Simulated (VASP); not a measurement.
**InAs under changes of volume**

One of the cells (28.039 Å³/atom); the others are scaled copies at fixed shape and fractional positions:

```
In As
1.0
     0.00000    3.03799    3.03799
     3.03799    0.00000    3.03799
     3.03799    3.03799    0.00000
In As
1 1
Direct
  0.00000 0.00000 0.00000
  0.75000 0.75000 0.75000
```

```yaml
Program: VASP 6.6.1
Functional: PBE
Potentials_or_basis: VASP PAW PBE potentials, release 64 (In_d, As)
Cutoff: 520 eV
k_mesh: 8 × 8 × 8
Occupations: fermi-dirac, width 0.05 eV
Spin: no spin polarisation
```

```csv
volume (Å³/atom),energy over the lowest point (meV/atom),pressure (GPa)
25.840,94.83,9.2
26.389,?,?
26.939,43.68,5.8
28.039,13.36,3.1
28.588,4.78,1.9
29.138,0.00,0.8
```

Question: What does the run at 26.389 Å³/atom give?

Answer: Energy over the lowest point 66.38 meV/atom; pressure 7.4 GPa.

Worked out: A Birch-Murnaghan fit of order 3 (a polynomial in V^(-2/3)) to the other rows has its minimum at 29.64 Å³/atom, just outside them, with B0 = V·E''(V) = 49 GPa and B' = 4.5. It gives 66.39 meV/atom at 26.389 Å³/atom, against the run's 66.38, and -dE/dV = 7.4 GPa, against 7.4.

Energies are extrapolated to zero smearing.
